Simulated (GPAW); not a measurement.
A run of GPAW 26.7.0:

Contents of run.py:

```python
from ase import Atoms
from ase.dft.bandgap import bandgap
from ase.io import write
from ase.units import GPa
from gpaw import GPAW, PW, setup_paths

setup_paths.insert(0, '.')

atoms = Atoms(['Zr', 'B', 'B'],
              cell=[[3.17, 0.0, 0.0],
                    [-1.585, 2.74530053, 0.0],
                    [0.0, 0.0, 3.533]],
              scaled_positions=[[0.0, 0.0, 0.0],
                                [0.6666666667, 0.3333333333, 0.5],
                                [0.3333333333, 0.6666666667, 0.5]],
              pbc=True)

calc = GPAW(mode=PW(800),
            xc='PBEsol',
            kpts={'size': (10, 10, 8), 'gamma': True},
            occupations={'name': 'fermi-dirac', 'width': 0.05},
            nbands=20,
            convergence={'density': 1e-05, 'energy': 1e-05},
            maxiter=150,
            txt='gpaw.txt')
atoms.calc = calc
energy = atoms.get_potential_energy()
forces = atoms.get_forces()
stress = atoms.get_stress()
calc.write('gs.gpw')
write('result.traj', atoms)
print(f'Energy: {energy:.6f} eV')
print('Forces (eV/A):')
print(forces.round(4))
print('Stress (GPa):', (stress / GPa).round(3))
print('Fermi level:', round(calc.get_fermi_level(), 4), 'eV')
print(f'Gap: {bandgap(calc)[0]:.4f} eV, direct: {bandgap(calc, direct=True)[0]:.4f} eV')

path = atoms.cell.bandpath('GMKGALHA,LM,KH', npoints=60, eps=1e-4)
bs_calc = calc.fixed_density(kpts=path, symmetry='off', nbands=31,
                             convergence={'bands': 'CBM+6.0', 'eigenstates': 1e-6}, txt='bands.txt')
bs = bs_calc.band_structure()
bs.write('bs.json')
print(f'Gap on the path: {bandgap(bs_calc)[0]:.4f} eV')
```

Potentials or basis: PAW data sets generated in the run's folder for this functional, pw.

The run is started by

```sh
$ gpaw-setup -f PBEsol B Zr
$ OMP_NUM_THREADS=1 python run.py
```

Hardware: 1 thread of Intel(R) Xeon(R) 6975P-C (Granite Rapids), on a shared host.

How long does it take, and how much memory?

Wall time 38 s on 1 thread of Intel(R) Xeon(R) 6975P-C (Granite Rapids) (shared host), peak memory 0.29 GiB. Counts: scf iterations 14, plane waves 1603, bands 20, k points 70.
